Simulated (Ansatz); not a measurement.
**How far is PAW off for BaF$_{2}$?**

```yaml
crystal:
  lattice:
    - [0.00000, 3.12235, 3.12235]
    - [3.12235, 0.00000, 3.12235]
    - [3.12235, 3.12235, 0.00000]
  atoms:
    - { symbol: Ba, position: [0.00000, 0.00000, 0.00000] }
    - { symbol: F, position: [0.25000, 0.25000, 0.25000] }
    - { symbol: F, position: [0.75000, 0.75000, 0.75000] }
```

Atoms are numbered in the order listed.

The structure comes from a relaxation in the same program, started in the fluorite type, and has space group Fm-3m. Whether it is a known phase or the ground state wasn't checked.

Spin–orbit coupling is left out, though it moves levels of the heavy atoms by tenths of an eV or more.

All numbers are computed: DFT, PBE, PAW with Ansatz's default frozen-core files, scalar-relativistic (Ansatz 0.2.0); DFT, PBE, all-electron LAPW, scalar-relativistic (Ansatz 0.2.0).

For PAW: a Γ-centred 11×11×11 k mesh, Fermi–Dirac smearing of 0.05 eV, cutoff 420 eV, no spin polarisation. LAPW targets a basis error of 1 meV/atom. The Ansatz runs share mesh, smearing and spin set-up. Plane-wave (PAW) pressures include the program's estimate of the Pulay term.

Stress and pressure are positive in compression.

Levels count from the top of the valence band.

PAW results:

```csv
quantity,PAW
pressure (GPa),0.05
band gap (eV),6.732
highest filled level at X (eV),-0.140
lowest empty level at X (eV),7.268
highest filled level at Γ (eV),-0.087
lowest empty level at Γ (eV),6.732
```

Problem. What does all-electron LAPW give for the same quantities?

Solution. 
```csv
quantity,LAPW
pressure (GPa),0.05
band gap (eV),6.727
highest filled level at X (eV),-0.141
lowest empty level at X (eV),7.268
highest filled level at Γ (eV),-0.086
lowest empty level at Γ (eV),6.727
```
